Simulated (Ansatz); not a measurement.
# BaTiO3: energy along a strain

BaTiO3, Pm-3m, a = 4.019 Å. The structure is a COD entry; whether it is the stable form wasn't checked. Ansatz: PBE, PAW, 420 eV, Γ-centred 8×8×8 mesh on 5 atoms, Gaussian smearing 0.05 eV; no spin polarisation. Cell vectors (Å): 4.019 0.000 0.000; 0.000 4.019 0.000; 0.000 0.000 4.019. The cell is strained by x per cent times the pattern (0 0 0 1 0 0) in the order xx yy zz yz xz xy (engineering shears), with fractional coordinates held. y is the free energy over the start, V0 = 12.986 Å³/atom. Symmetry makes y even in x.

| x (%) | y (meV/atom) |
| --- | --- |
| -4.00 | ? |
| -2.00 | 1.92 |
| 0.00 | 0.00 |
| 0.50 | 0.11 |
| 1.00 | 0.46 |
| 1.50 | 1.06 |
| 2.50 | 3.01 |
| 3.00 | 4.35 |
| 3.50 | 5.92 |

Question: Fit y = c2 x² + c4 x⁴ to the other rows, get the stiffness along the pattern, and predict the missing energy.

Answer: Least squares on the rows shown. y = 0.4774 x² + 0.0005274 x⁴. The clamped-ion stiffness p·C·p = 2 × 4.774 eV × 160.2 / 12.986 Å³ = 118 GPa, which is C44 in these axes. At x = -4.00 the fit asked for gives 7.77 meV/atom. The run gave 7.73 meV/atom, so the fit is 0.04 meV/atom too high, a small miss on the scale of the series.

Symmetry holds off the tilts and polar distortions that many cubic perovskites undergo.

Cost: 9 runs of about 1.4 core-minutes in all, on Arm Neoverse V2 (shared hosts).